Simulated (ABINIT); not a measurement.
Ti2C:

```
Ti C
1.0
     1.54070    0.88952    4.81377
    -1.54070    0.88952    4.81377
     0.00000   -1.77905    4.81377
Ti C
2 1
Cartesian
  0.0000 0.0000 10.8960
  0.0000 0.0000 3.5453
  0.0000 0.0000 7.2207
```

The cell comes from a database or a generator and needn't be the stable form of this composition.

* Program: ABINIT 10.8.3 (patched build)
* Task: relaxation of cell and atoms
* Functional: PBEsol
* Potentials or basis: PseudoDojo NC SR PBEsol v0.4.1 standard
* Cutoff: 1143 eV
* k mesh: 6 × 6 × 6
* Occupations: fermi-dirac, width 0.05 eV
* Spin: no spin polarisation

At the start: pressure -4.4 GPa; volume 13.19 Å³/atom.

Question: Where does the relaxation end?

Answer: Over 8 steps the energy falls by 4.4 meV/atom and the volume is 12.87 Å³/atom (-2.5 %); space group R-3m (No. 166, to 0.05 Å).

The path:
| step | energy change (eV) | largest force (eV/Å) | pressure (GPa) | volume (Å³) |
| --- | --- | --- | --- | --- |
| 1 | 0.0000 | 0.1929 | -4.38 | 39.58 |
| 2 | -0.0107 | 0.0131 | -1.74 | 39.06 |
| 3 | -0.0127 | 0.0859 | -0.03 | 38.72 |
| 4 | -0.0128 | 0.0740 | 0.01 | 38.69 |
| 5 | -0.0132 | 0.0120 | -0.01 | 38.63 |
| 6 | -0.0132 | 0.0072 | -0.02 | 38.62 |
| 7 | -0.0132 | 0.0031 | -0.02 | 38.61 |
| 8 | -0.0132 | 0.0017 | -0.01 | 38.60 |

Final structure:
```cif
data_structure
_symmetry_space_group_name_H-M 'P 1'
_symmetry_Int_Tables_number 1
_cell_length_a 5.0987
_cell_length_b 5.0987
_cell_length_c 5.0987
_cell_angle_alpha 34.834
_cell_angle_beta 34.834
_cell_angle_gamma 34.834
_cell_volume 38.60
loop_
_atom_site_label
_atom_site_type_symbol
_atom_site_fract_x
_atom_site_fract_y
_atom_site_fract_z
_atom_site_occupancy
Ti1 Ti 0.75424 0.75424 0.75424 1
Ti2 Ti 0.24576 0.24576 0.24576 1
C1 C 0.50000 0.50000 0.50000 1
```

Caveat: the k mesh is coarse (spacing up to 0.40 Å⁻¹), so the values aren't converged.
